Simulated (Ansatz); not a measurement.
# Si, space group Imma: a test of the smearing width

Run with the Ansatz DFT code, driven from Python.

`smear.py`:
```python
"""Smearing width test for Si."""

import warnings

import ansatz as az
from tabulate import tabulate

warnings.simplefilter("ignore", az.DeckWarning)

cell = (
    az.Lattice.from_parameters(3.50748, 3.50748, 3.50748, alpha=100.15195, beta=95.04959, gamma=137.36832)
    .atom("Si", [0.807, 0.057, 0.75])
    .atom("Si", [0.193, 0.943, 0.25])
)

calculation = (
    cell.calculation()
    .kpoints(13, 13, 13)
    .basis(470)
    .pseudopotentials("paw")
    .functional("PBE")
)

rows = []
for value in [0.25, 0.15, 0.1, 0.05, 0.025]:
    data = calculation.occupations("cold", width=value).run(threads=1).report
    rows.append((value, data["free_energy_ev"] / len(data["lattice"]["sites"]), data["n_iterations"], data["n_kpoints"]))

print(tabulate(rows, headers=["width (eV)", "F/atom (eV)", "iterations", "k-points"], floatfmt=".4f", tablefmt="grid"))

# differences from the last row
for row in rows[:-1]:
    shift = 1000 * (row[1] - rows[-1][1])
    print(f"{row[0]}: {shift:+.2f} meV/atom" + ("  (within 1 meV)" if abs(shift) < 1 else ""))
```

```console
$ python smear.py
+--------------+---------------+--------------+------------+
|   width (eV) |   F/atom (eV) |   iterations |   k-points |
+==============+===============+==============+============+
|       0.2500 |     -635.4416 |            5 |        343 |
+--------------+---------------+--------------+------------+
|       0.1500 |     -635.4415 |            5 |        343 |
+--------------+---------------+--------------+------------+
|       0.1000 |     -635.4415 |            5 |        343 |
+--------------+---------------+--------------+------------+
|       0.0500 |     -635.4415 |            5 |        343 |
+--------------+---------------+--------------+------------+
|       0.0250 |     -635.4414 |            5 |        343 |
+--------------+---------------+--------------+------------+
0.25: -0.12 meV/atom  (within 1 meV)
0.15: -0.08 meV/atom  (within 1 meV)
0.1: -0.09 meV/atom  (within 1 meV)
0.05: -0.01 meV/atom  (within 1 meV)
```

What to keep in mind:
- The narrowest width needs the finest mesh, so the last row is no converged reference.
- This isn't the structure that Si takes at ambient conditions.
- Hardware and time: 22 s on 1 thread of Arm Neoverse V1 (shared host), peak memory 0.41 GiB.
